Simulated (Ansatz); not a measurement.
MnSb (Fm-3m): energy against the cell's spin moment

```
CELL_PARAMETERS angstrom
0.00000 2.79502 2.79502
2.79502 0.00000 2.79502
2.79502 2.79502 0.00000
ATOMIC_POSITIONS crystal
Mn 0.00000 0.00000 0.00000
Sb 0.50000 0.50000 0.50000
```

The geometry is a structure from the Materials Project, held fixed and not relaxed.

Settings: PBE, 12×12×12 k mesh, Fermi–Dirac smearing of 0.08 eV. PAW means Ansatz 0.2.0 on its default frozen-core files; LAPW is all-electron LAPW in Ansatz 0.2.0. Site moments are integrated in spheres about the atoms, whose radii differ between the methods. Start moments of the first PAW run (μB): Mn1 4.

The total moment M of the cell is held by giving each spin its own Fermi level. Half their difference over μB is the field that would hold M, so μB·B = dF/dM. Energies count from each method's free run. The held moment starts on the atoms that carry the free run's moments.

Question: Does the cell keep a net moment when the moments are free, and how does its energy change with a held moment?

Answer: The free run ends with M = 3.84 μB per cell. 
```csv
M (μB/cell),ΔF PAW (meV/cell),ΔF LAPW (meV/cell),"B, PAW (T)","largest site moment, PAW (μB)","pressure, PAW (GPa)"
0.00,+1497.0,–,–,0.00,-13.5
1.27,+1119.6,+1114.6,-8859,1.55,-11.2
2.57,+424.1,+424.2,-9250,2.89,-6.9
3.46,+52.2,+52.6,-4243,3.58,-2.5
4.22,+99.1,+99.0,+9440,3.97,1.9
4.80,+565.5,+565.8,+17509,4.17,5.5
5.76,+1815.4,–,+27048,4.47,13.9
```

Against an unpolarised PAW run, spin polarisation gains 748.5 meV per atom; the pressure goes from -13.5 to -0.4 GPa, the usual magnetovolume effect: the magnetic state wants the larger volume.

Question: Check μB·B = dF/dM between M = 4.80 and 5.76 μB with the PAW numbers.

Answer: ΔF/ΔM = +1249.9 meV / 0.96 = +1302.0 meV per μB, which is +22494 T with μB = 0.05788 meV/T. The mean of the two holding fields is +22279 T. The slope equals the mean of B over the step, so the two agree where B(M) is nearly straight between its ends, and here they lie within a tenth of each other.

Separate runs put a uniform field on the spins (g = 2):

| field (T) | M PAW (μB/cell) | M LAPW (μB/cell) |
| --- | --- | --- |
| 200 | 3.852 | 3.853 |
| 1000 | 3.894 | 3.895 |
| 3000 | 3.979 | 3.979 |

The rows needn't lie on one branch: at M = 0 the run is unmagnetised, so slopes across such rows needn't follow B.

The Ansatz runs typed with the search for lower states off end where their start leads. Spin–orbit coupling is left out although heavy atoms are present. None of this fixes the real material's magnetic order: only patterns that fit the cell were computed, at zero temperature, with a functional that can overstate moments.
